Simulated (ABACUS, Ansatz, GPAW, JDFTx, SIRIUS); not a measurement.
**Fitting the PBEsol energy curve of MnS**

```
Mn S
1.0
     0.00000    2.47346    2.47346
     2.47346    0.00000    2.47346
     2.47346    2.47346    0.00000
Mn S
1 1
Direct
  0.00000 0.00000 0.00000
  0.75000 0.75000 0.75000
```

The cell is a database's computed one, not the measured one.

The cell was scaled at fixed shape and fractions and run with SIRIUS, all-electron FP-LAPW, apw+lo standard; PBEsol, k mesh 9 × 9 × 9 on the cell of 2 atoms, fermi-dirac occupations of 0.05 eV, collinear spin, ferromagnetic start, no spin-orbit coupling. Energies are those that the program minimises, any entropy of the smearing included. For a metal such a mesh isn't converged to the digits shown. The magnetic state is the one that the start led to, which needn't be the lowest.

```csv
V (Å³/atom),energy over the lowest row (meV/atom)
14.2247,11.89
14.5274,2.58
14.8300,0.00
15.1327,3.01
15.4354,11.43
15.7380,?
16.0407,41.33
```

Problem. Fit the third-order Birch-Murnaghan form, give V0, B0 and B′, and predict the energy left open.

Solution. With y = (V0/V)^(2/3), E = E0 + (9 V0 B0/16) [(y - 1)³ B′ + (y - 1)² (6 - 4y)]. Least squares through the rows shown give V0 = 14.8122 Å³/atom, E0 = -0.08 meV, B0 = 152.1 GPa (1 eV/Å³ = 160.218 GPa) and B′ = 4.84, with a largest miss of 0.07 meV, so B0 and B′ are loose. At V = 15.7380 the form with these constants gives 24.33 meV; the run gave 24.35 meV an atom. Other set-ups at this level, from all their volumes (Å³/atom, GPa): ABACUS, PseudoDojo NC SR 0.4.1 PBEsol standard, plane waves: V0 14.808, B0 150.7; GPAW, PAW data sets generated for this functional: V0 14.900, B0 148.6; JDFTx, PseudoDojo-SR-PBEsol-0.4.1-standard with smoothed tails: V0 14.809, B0 150.7; Ansatz, all-electron LAPW, scalar-relativistic: V0 14.819, B0 150.8.
